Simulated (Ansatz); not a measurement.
## Band structure of SrTe

```
CELL_PARAMETERS angstrom
0.00000 3.35918 3.35918
3.35918 0.00000 3.35918
3.35918 3.35918 0.00000
ATOMIC_POSITIONS crystal
Sr 0.00000 0.00000 0.00000
Te 0.50000 0.50000 0.50000
```

Atom numbers follow the list: Sr1, Te2.

The conventional cell has a = 6.718 Å, b = 6.718 Å, c = 6.718 Å, α = 90.00°, β = 90.00°, γ = 90.00°. Sr (atom 1) is surrounded by 6 Te at 3.36 Å. Te (atom 2) has 6 Sr at 3.36 Å as nearest neighbours.

The structure comes from a relaxation in the same program, started in the rocksalt type, and has space group Fm-3m. Whether it is a known phase or the ground state wasn't checked.

Spin–orbit coupling is left out, though it moves levels of the heavy atoms by tenths of an eV or more.

Computed with DFT, PBE, all-electron LAPW, scalar-relativistic in Ansatz 0.2.0.

The runs use a Γ-centred 11×11×11 k mesh, Fermi–Dirac smearing of 0.03 eV, basis error target 0.25 meV/atom, no spin polarisation.

Points in fractions of the reciprocal vectors of this cell: Γ (0, 0, 0), X (0.5, 0, 0.5), U (0.625, 0.25, 0.625), K (0.375, 0.375, 0.75), L (0.5, 0.5, 0.5), W (0.5, 0.25, 0.75). The path joins them by straight lines in the order Γ–X–U–K–Γ–L–W–X; legs that retrace an earlier one aren't tabulated. Energies are in eV from the top of the valence band.

Question: Is there a gap, and where are the band edges?

Answer: 1.78 eV, indirect from Γ to X (0.5, 0, 0.5).

Question: List the levels between -8 and 3 eV at the symmetry points.

Answer: 
Γ: 0.00 (×3), 2.75
X: -1.92, -0.72 (×2), 1.78
U: -1.73, -1.69, -0.92, 2.84
K: -1.73, -1.69, -0.92, 2.84
L: -2.74, -1.05 (×2)
W: -1.52 (×2), -1.46
